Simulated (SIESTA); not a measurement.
The system is CdF2.

```
Cd F
1.0
     0.00000    2.69400    2.69400
     2.69400    0.00000    2.69400
     2.69400    2.69400    0.00000
Cd F
1 2
Direct
  0.00000 0.00000 0.00000
  0.75000 0.75000 0.75000
  0.25000 0.25000 0.25000
```

Base run:

| Property | Result |
| --- | --- |
| Program | SIESTA 5.4.2 |
| Functional | AM05 |
| Potentials or basis | PseudoDojo 0.4 standard (PBEsol files) |
| Basis | DZP (energy shift 0.003 Ry; two zetas on semicore shells) |
| Grid cutoff | 800 Ry |
| Energy shift | 0.003 Ry |
| k mesh | 9 × 9 × 9 |
| Occupations | fermi-dirac, width 0.05 eV |
| Spin | no spin polarisation |

Its results: band gap on the k mesh 3.01 eV, indirect (least direct gap 3.53 eV); pressure 1.9 GPa.

Task: After a change of settings the same cell gave: band gap on the k mesh 2.99 eV, indirect (least direct gap 3.47 eV); pressure 0.0 GPa. Which change was it?
A. functional from AM05 to PBEsol
B. functional from AM05 to BLYP; potentials or basis from PseudoDojo 0.4 standard (PBEsol files) to PseudoDojo 0.4 standard (PBE files)
C. functional from AM05 to LDA; potentials or basis from PseudoDojo 0.4 standard (PBEsol files) to PseudoDojo 0.4 standard (LDA files)
D. functional from AM05 to PBE; potentials or basis from PseudoDojo 0.4 standard (PBEsol files) to PseudoDojo 0.4 standard (PBE files)

Result: A.

Caveats: the basis of atomic orbitals isn't converged, which shifts pressures, moduli and gaps; the potentials were made for another functional, which shifts forces and pressure (some runs).

Not every run made on this cell is shown here.
